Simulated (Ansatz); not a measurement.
## I in Ansatz: convergence with smearing width

Crystal: I.

```
I
1.0
     0.00000    2.36560    3.90984
     2.19225    0.00000    3.90984
     2.19225    2.36560    0.00000
I
1
Cartesian
  0.0000 0.0000 0.0000
```

| Quantity | Value |
| --- | --- |
| Program | Ansatz 0.2.0 |
| Task | convergence study |
| Functional | r2SCAN |
| Potentials or basis | Ansatz PAW |
| Cutoff | 500 eV (not typed: the program's choice for these potentials) |
| k mesh | 8 × 8 × 8 |
| Occupations | gaussian, width 0.3 eV |
| Spin | spin-orbit coupling, no magnetisation |

These are the settings of the first run; the series varies smearing width, with any setting tied to it.

Hardware: 2 threads of Intel(R) Xeon(R) Processor @ 2.50GHz (Skylake/Cascade Lake), on a shared host.

The values tried are 0.3 eV, 0.2 eV, 0.15 eV, 0.1 eV, 0.05 eV, 0.025 eV, 0.01 eV, 0.005 eV, loosest first. From which on does the pressure stay within 0.1 GPa of the tightest run that finished?

From 0.2 eV on.

```tsv
smearing width	energy less the tightest run, at zero smearing (meV/atom)	pressure (GPa)	SCF cycles	CPU time (s)	peak memory (GiB)
0.3 eV	-0.79	0.63	7	61	0.67
0.2 eV	-0.12	0.55	7	59	0.68
0.15 eV	-0.01	0.52	7	59	0.67
0.1 eV	-0.04	0.49	7	57	0.68
0.05 eV	0.00	0.47	7	58	0.68
0.025 eV	-0.01	0.47	7	60	0.68
0.01 eV	-0.01	0.47	6	63	0.67
0.005 eV	0.00	0.47	6	61	0.67
```

Against the tightest run, the energy stays within 1 meV/atom from 0.3 eV on. Narrower smearing needs a denser k mesh, so at a fixed mesh the narrowest width isn't the most accurate. The tightest run that finished is the yardstick and may itself not be fully converged.

Caveat, for the tightest run too: the PAW data sets come from PBE, with cores solved anew for the run's functional, which leaves a small shift of forces and pressure.
